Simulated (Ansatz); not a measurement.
Runs of Ansatz 0.2.0 on SnO. Symmetry: P4/nmm, No. 129, tetragonal system. The conventional cell has a = 3.814 Å, b = 3.814 Å, c = 4.887 Å, α = 90.00°, β = 90.00°, γ = 90.00°. Sn (site symmetry 4mm) has 4 O at 2.23 Å as nearest neighbours. O (site symmetry -4m2) has 4 Sn at 2.23 Å as nearest neighbours. The cell is a database's computed one.

| task | level | cutoff (eV) | points for each segment of the path | gap on the mesh (eV) | pressure (GPa) | V0 of scaled cells (Å³/atom) | B0 (GPa) | largest force (eV/Å) |
| --- | --- | --- | --- | --- | --- | --- | --- | --- |
| equation of state | PBE | 420 | - | - | - | 18.48 | 84 | - |
| equation of state | r2SCAN | 500 | - | - | - | 17.69 | 98 | - |
| equation of state | LDA | 420 | - | - | - | 17.16 | 102 | - |
| band structure | PBE | 420 | 14 | 0.37 | 3.6 | - | - | 0.37 |
| band structure | LDA | 420 | 14 | (a) | -3.3 | - | - | (b) |

Alike in all rows: potentials or basis Ansatz PAW; no spin polarisation; cell as given; k mesh 7 × 7 × 6; smearing fermi-dirac 0.05 eV.

Q: Fill in the values left out.

A: (a) 0.45; (b) 0.24.

Caveats: the cell was scaled at fixed shape and fractional positions, which overstates the stiffness of a crystal with free parameters, most of all of layers and chains (some runs); the k mesh misses the band edges, so the gap on the mesh is wider than the one along the path (some runs); spin-orbit coupling is left out, which moves the levels of the heavy elements (some runs); the PAW data sets were made with another functional, which shifts forces and pressure a little (some runs); the PAW data sets come from PBE, with cores solved anew for the run's functional, which leaves a small shift of forces and pressure (some runs).

A k mesh can miss the band edges, and the runs leave out spin-orbit coupling on Sn.
